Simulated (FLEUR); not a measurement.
Al:

```
CELL_PARAMETERS angstrom
0.00000 2.02481 2.02481
2.02481 0.00000 2.02481
2.02481 2.02481 0.00000
ATOMIC_POSITIONS crystal
Al 0.00000 0.00000 0.00000
```

| Property | Result |
| --- | --- |
| Program | FLEUR MaX-R8.1 (later development tree) |
| Task | single point |
| Functional | PBE |
| Potentials or basis | all-electron |
| Basis | FLAPW |
| Kmax | 4.1 1/bohr |
| k mesh | 11 × 11 × 11 |
| Occupations | fermi-dirac, width 0.05 eV |
| Spin | no spin polarisation |
| Gmax | 12.7 1/bohr |
| Muffin-tin radii | Al 2.45 bohr |
| lmax | Al 10 |
| Local orbitals a species | Al 4 |
| Max iterations | 60 |
| Mixing factor | 0.05 |
| Mixer | Anderson |
| Mixer history | 15 |
| Density convergence | 1e-05 me/bohr^3 |

On this cell: band gap on the k mesh none (metal or under the smearing width).

The same run follows on a disturbed copy (cell strained at random at fixed volume):

```xyz
1
Lattice="0.0479 1.9691 2.0269 2.0433 -0.0084 2.0831 2.0406 2.0227 -0.0057" Properties=species:S:1:pos:R:3 pbc="T T T"
Al    0.0167    0.0547   -0.0153
```

Task: What does the disturbed cell give?

Result: The energy (extrapolated to zero smearing) moves by +4.7 meV/atom; band gap on the k mesh none (metal or under the smearing width).
